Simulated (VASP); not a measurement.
**A VASP 6.6.1 single-point calculation on AlN**

INCAR

```
LWAVE = .FALSE.
LCHARG = .FALSE.
IBRION = -1
LASPH = .TRUE.
EDIFF = 1E-7
ISMEAR = 0
PREC = Accurate
SIGMA = 0.01
NBANDS = 11
METAGGA = R2SCAN
NSW = 0
ALGO = Normal
LREAL = .FALSE.
ENCUT = 200
NELM = 120
ISIF = 2
```

KPOINTS

```
KPOINTS created by Atomic Simulation Environment
0
Gamma
10 10 10
0 0 0
```

POSCAR

```
Al N
 1.0000000000000000
     0.0000000000000000    2.0794345057000001    2.0794345057000001
     2.0794345057000001    0.0000000000000000    2.0794345057000001
     2.0794345057000001    2.0794345057000001    0.0000000000000000
 Al  N
   1   1
Cartesian
  0.0000000000000000  0.0000000000000000  0.0000000000000000
  2.0794345057000001  2.0794345057000001  2.0794345057000001
```

The recommended PBE PAW datasets give the neutral cell 8 valence electrons.

Command

```
mpirun -np 1 vasp_std
```

OSZICAR

```
N       E                     dE             d eps       ncg     rms          rms(c)
DAV:   1    -0.120062872239E+02   -0.12006E+02   -0.24479E+03  1298   0.283E+02
DAV:   2    -0.217948663208E+02   -0.97886E+01   -0.96427E+01  1284   0.715E+01
DAV:   3    -0.219306826853E+02   -0.13582E+00   -0.13573E+00  1181   0.643E+00
DAV:   4    -0.219308307780E+02   -0.14809E-03   -0.14809E-03  1150   0.260E-01
DAV:   5    -0.219308311484E+02   -0.37036E-06   -0.37035E-06  1201   0.120E-02    0.967E+00
DAV:   6    -0.189952573615E+02    0.29356E+01   -0.14699E+00  1040   0.605E+00    0.594E+00
DAV:   7    -0.190386489102E+02   -0.43392E-01   -0.19530E-01  1178   0.262E+00    0.240E+00
DAV:   8    -0.190392046474E+02   -0.55574E-03   -0.14746E-02  1094   0.673E-01    0.865E-02
DAV:   9    -0.190394293481E+02   -0.22470E-03   -0.23552E-04  1206   0.107E-01    0.681E-02
DAV:  10    -0.190396114758E+02   -0.18213E-03   -0.19563E-04  1123   0.944E-02    0.131E-02
DAV:  11    -0.190396039775E+02    0.74983E-05   -0.10725E-05  1157   0.194E-02    0.868E-03
DAV:  12    -0.190395987381E+02    0.52394E-05   -0.24074E-07  1151   0.375E-03    0.259E-03
DAV:  13    -0.190396003310E+02   -0.15929E-05   -0.45681E-08   592   0.122E-03    0.661E-04
DAV:  14    -0.190396001898E+02    0.14117E-06   -0.14799E-09   547   0.277E-04    0.250E-04
DAV:  15    -0.190396001332E+02    0.56667E-07   -0.70980E-11   532   0.598E-05
   1 F= -.19039600E+02 E0= -.19039600E+02  d E =-.142754E-29
```

Standard output (part)

```
POSCAR found type information on POSCAR AlN
 POSCAR found :  2 types and       2 ions
 LDA part: xc-table for (None), standard interpolation
 POSCAR, INCAR and KPOINTS ok, starting setup
 WAVECAR not read
 entering main loop
```

From OUTCAR

```
k-points           NKPTS =     47   k-points in BZ     NKDIM =     47   number of bands    NBANDS=     11

   NELECT =       8.0000    total number of electrons

   dimension x,y,z NGX =    14 NGY =   14 NGZ =   14
   dimension x,y,z NGXF=    28 NGYF=   28 NGZF=   28

  energy-cutoff  :      200.00
  volume of cell :       17.98
      direct lattice vectors                 reciprocal lattice vectors
     0.000000000  2.079434506  2.079434506    -0.240449987  0.240449987  0.240449987
     2.079434506  0.000000000  2.079434506     0.240449987 -0.240449987  0.240449987
     2.079434506  2.079434506  0.000000000     0.240449987  0.240449987 -0.240449987

 k-points in reciprocal lattice and weights: KPOINTS created by Atomic Simulation Env
   0.00000000  0.00000000  0.00000000       0.001
   0.10000000  0.00000000  0.00000000       0.008
   0.20000000  0.00000000  0.00000000       0.008
   0.30000000  0.00000000  0.00000000       0.008
   0.40000000  0.00000000  0.00000000       0.008
   0.50000000  0.00000000  0.00000000       0.004
   0.10000000  0.10000000  0.00000000       0.006
   0.20000000  0.10000000  0.00000000       0.024
   ...

 E-fermi :   9.2017

 k-point     1 :       0.0000    0.0000    0.0000
  band No.  band energies     occupation
      1      -9.4403      2.00000
      2       9.1257      2.00000
      3       9.1257      2.00000
      4       9.1257      2.00000
      5      13.4700      0.00000
      6      21.4852      0.00000
      7      21.4852      0.00000
      8      21.4852      0.00000
      9      26.9040      0.00000
     10      26.9040      0.00000
     11      27.0932      0.00000

 k-point     2 :       0.1000    0.0000    0.0000
  band No.  band energies     occupation
      1      -9.2579      2.00000
      2       7.7940      2.00000
      3       8.9965      2.00000
      4       8.9965      2.00000
      5      14.2947      0.00000
      6      20.6720      0.00000
      7      21.7744      0.00000
      8      21.7744      0.00000
      9      25.2569      0.00000
     10      25.2569      0.00000
     11      27.4967      0.00000

 k-point     3 :       0.2000    0.0000    0.0000
  band No.  band energies     occupation
      1      -8.7322      2.00000
      2       5.5518      2.00000
      3       8.5337      2.00000
      4       8.5337      2.00000
      5      15.2508      0.00000
      6      20.1311      0.00000
      7      21.8123      0.00000
      8      21.8123      0.00000
      9      24.7627      0.00000
     10      24.7627      0.00000
     11      26.7560      0.00000

 k-point     4 :       0.3000    0.0000    0.0000
  band No.  band energies     occupation
      1      -7.9291      2.00000
      2       3.4495      2.00000
      3       8.2757      2.00000
      4       8.2758      2.00000
      5      15.3147      0.00000
      6      20.9829      0.00000
      7      20.9829      0.00000
      8      21.4793      0.00000
      9      25.9727      0.00000
     10      26.3985      0.00000
     11      26.3985      0.00000

 k-point     5 :       0.4000    0.0000    0.0000
  band No.  band energies     occupation
      1      -7.1076      2.00000
      2       1.6503      2.00000
      3       8.0590      2.00000
      4       8.0590      2.00000
      5      15.0074      0.00000
      6      20.2855      0.00000
      7      20.2855      0.00000
      8      22.7227      0.00000
      9      25.5822      0.00000
     10      28.8314      0.00000
     11      28.8314      0.00000

 ...

  Total      -11.3547225    -11.3547225    -11.3547225     -0.0000000      0.0000000      0.0000000
  in kB    -1011.6292373  -1011.6292373  -1011.6292373     -0.0000000      0.0000000      0.0000000
  external PRESSURE =   -1011.6292373 kB  Pullay stress =       0.0000000 kB

 POSITION                                       TOTAL-FORCE (eV/Angst)
 -----------------------------------------------------------------------------------
      0.00000      0.00000      0.00000         0.000000      0.000000     -0.000000
      2.07943      2.07943      2.07943        -0.000000     -0.000000      0.000000
 -----------------------------------------------------------------------------------
    total drift:                               -0.000000     -0.000000     -0.000000

  FREE ENERGIE OF THE ION-ELECTRON SYSTEM (eV)
  ---------------------------------------------------
  free  energy   TOTEN  =       -19.0396001332 eV

  energy  without entropy=      -19.0396001332  energy(sigma->0) =      -19.03960013
```

It converged. Results: gap between bands v and c on the k mesh 4.25 eV; least direct gap on the k mesh 4.34 eV; pressure -101.2 GPa. Band v is the last that the valence electrons fill when counted band by band, and c is the next.

These settings aren't sound, so the numbers aren't properties of the crystal.

On sound settings r²SCAN gives a gap of 4.66 eV on its mesh and a pressure of -21.3 GPa for the intended cell.

The run took about 8.4 s on one core of a shared host (Intel Xeon Platinum 8488C) and held 0.11 GiB at most.
